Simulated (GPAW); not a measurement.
The system is GaSb.

```
Sb Ga
1.0
     0.00000    3.05900    3.05900
     3.05900    0.00000    3.05900
     3.05900    3.05900    0.00000
Sb Ga
1 1
Direct
  0.75000 0.75000 0.75000
  0.00000 0.00000 0.00000
```

| Property | Result |
| --- | --- |
| Program | GPAW 26.7.0 |
| Task | relaxation of cell and atoms |
| Functional | LDA |
| Potentials or basis | the program's PAW data sets (release 1.2.1) made for this functional |
| Cutoff | 600 eV |
| Basis | pw |
| k mesh | 8 × 8 × 8 |
| Occupations | fermi-dirac, width 0.05 eV |
| Spin | no spin polarisation |

At the start: pressure -1.8 GPa; volume 28.62 Å³/atom.

Task: Where does the relaxation end?

Result: Over 3 steps the energy falls by 5.4 meV/atom and the volume is 27.63 Å³/atom (-3.5 %); space group F-43m (No. 216, to 0.05 Å).

Step by step:
```tsv
step	energy change (eV)	largest force (eV/Å)	pressure (GPa)	volume (Å³)
1	0.0000	0.0000	-1.77	57.25
2	-0.0038	0.0000	-1.44	56.86
3	-0.0109	0.0000	0.05	55.25
```

Final structure:
```
Sb Ga
1.0
     0.00000    3.02305    3.02305
     3.02305    0.00000    3.02305
     3.02305    3.02305    0.00000
Sb Ga
1 1
Direct
  0.75000 0.75000 0.75000
  0.00000 0.00000 0.00000
```

Caveat: later steps reuse the first step's grids.
